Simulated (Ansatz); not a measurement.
Input of an Ansatz 0.2.0 run:

Contents of input.yaml:

```yaml
crystal:
  lattice: { a: 4.51, b: 4.51, c: 4.51, alpha: 90.0, beta: 90.0, gamma: 90.0 }
  space_group: 225
  reduce_to_primitive: true
  atoms:
    - { symbol: Zr, wyckoff: "4a", position: [0.0, 0.0, 0.0] }
hamiltonian:
  xc: r2scan
  pseudopotentials: { kind: nc, accuracy: standard }
  dispersion: d4
  hubbard:
    sites: [{ species: Zr, l: d, u_eff: 3.5 }]
    projectors: all-electron-ortho-atomic
kpoints:
  mp_grid: { grid: [10, 10, 10] }
scf:
  occupations: { method: fermi_dirac, width: 0.15 }
  n_extra_bands: 6
output:
  forces: true
  stress: true
  eigenvalues: true
  dos: { projected: false, de: 0.05, nscf_kmesh: { grid: [15, 15, 15] } }
```

Potentials or basis: PseudoDojo standard (PBE files).

Launch:

```bash
$ ansatz run input.yaml --threads 1 --pin off --max-ram 2560MiB --backend cpu --events-out ev --progress --plain --runs-dir out
```

Task: Predict the density of states at the Fermi level.

Result: 1.40 states/eV per cell.

Task: Predict the pressure.

Result: 6.4 GPa.

Eigenvalues of the final occupation matrices:
```tsv
site	spin	trace	eigenvalues
site 1	1	1.55	0.26 0.26 0.34 0.34 0.34
```

Caveat: the meta-GGA runs on potentials made for a GGA; the potentials were made for another functional, which shifts forces and pressure; U without spin polarisation on a metal has little footing; pairwise dispersion overbinds metals, which lowers pressure and volume; the U is typed as a test and isn't derived for this compound.
